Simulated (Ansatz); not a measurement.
The system is Al2Pt.

```
CELL_PARAMETERS angstrom
0.00000 2.95500 2.95500
2.95500 0.00000 2.95500
2.95500 2.95500 0.00000
ATOMIC_POSITIONS crystal
Pt 0.00000 0.00000 0.00000
Al 0.75000 0.75000 0.75000
Al 0.25000 0.25000 0.25000
```

Base run:

```yaml
Program: Ansatz 0.2.0
Functional: PBE
Potentials_or_basis: Ansatz PAW
Cutoff: "420 eV (not typed: the program's choice for these potentials)"
k_mesh: 8 × 8 × 8
Occupations: fermi-dirac, width 0.05 eV
Spin: no spin polarisation
```

Its results: band gap on the k mesh none (metal or under the smearing width); pressure 2.5 GPa.

Task: The run is repeated on the same cell with these changes: spin from no spin polarisation to spin-orbit coupling, no magnetisation; potential files from those of the base run to others of the same set. What comes out?

Result: Band gap on the k mesh none (metal or under the smearing width); pressure 2.0 GPa.

Caveats: spin-orbit coupling is left out, which moves the levels of the heavy elements (some runs).
